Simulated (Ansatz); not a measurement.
## SrO under changes of volume

One of the cells (16.995 Å³/atom); the others are scaled copies at fixed shape and fractional positions:

```
Sr O
1.0
     3.55329    0.00000    0.00000
    -1.77664    3.07724    0.00000
     0.00000    0.00000    6.21730
Sr O
2 2
Cartesian
  1.7766 1.0257 4.6630
  0.0000 2.0515 1.5543
  0.0000 0.0000 3.1087
  0.0000 0.0000 0.0000
```

Measurements of this composition are mostly on another form, of space group No. 225.

* Program: Ansatz 0.2.0
* Functional: LDA
* Potentials or basis: all-electron LAPW, scalar-relativistic
* Cutoff: 198 eV (chosen from the basis error)
* Basis error allowed: 0.002 eV/atom
* k mesh: 9 × 9 × 5
* Occupations: fermi-dirac, width 0.05 eV
* Spin: no spin polarisation

```tsv
volume (Å³/atom)	energy over the lowest point (meV/atom)	pressure (GPa)	gap on the mesh (eV)
15.976	0.00	-0.2	2.97
16.316	2.65	-2.2	2.97
16.656	9.32	-4.0	2.97
16.995	19.58	-5.6	2.87
17.335	?	?	?
17.675	49.34	-8.3	2.66
18.015	68.18	-9.4	2.56
```

Q: What does the run at 17.335 Å³/atom give?

A: Energy over the lowest point 33.04 meV/atom; pressure -7.0 GPa; gap on the mesh 2.76 eV.

Worked out: A Birch-Murnaghan fit of order 3 (a polynomial in V^(-2/3)) to the other rows has its minimum at 15.94 Å³/atom, just outside them, with B0 = V·E''(V) = 101 GPa and B' = 4.5 at fixed shape and positions, which overstates the stiffness. It gives 33.04 meV/atom at 17.335 Å³/atom, against the run's 33.04, and -dE/dV = -7.0 GPa, against -7.0. A parabola through the other rows of the gap, of slope -5.11 eV per unit of ln V there, gives 2.79 eV, against the run's 2.76.

Energies are extrapolated to zero smearing.

Caveats: an odd mesh through Γ misses points on the zone boundary, where band edges often lie. Spin-orbit coupling on Sr is left out.
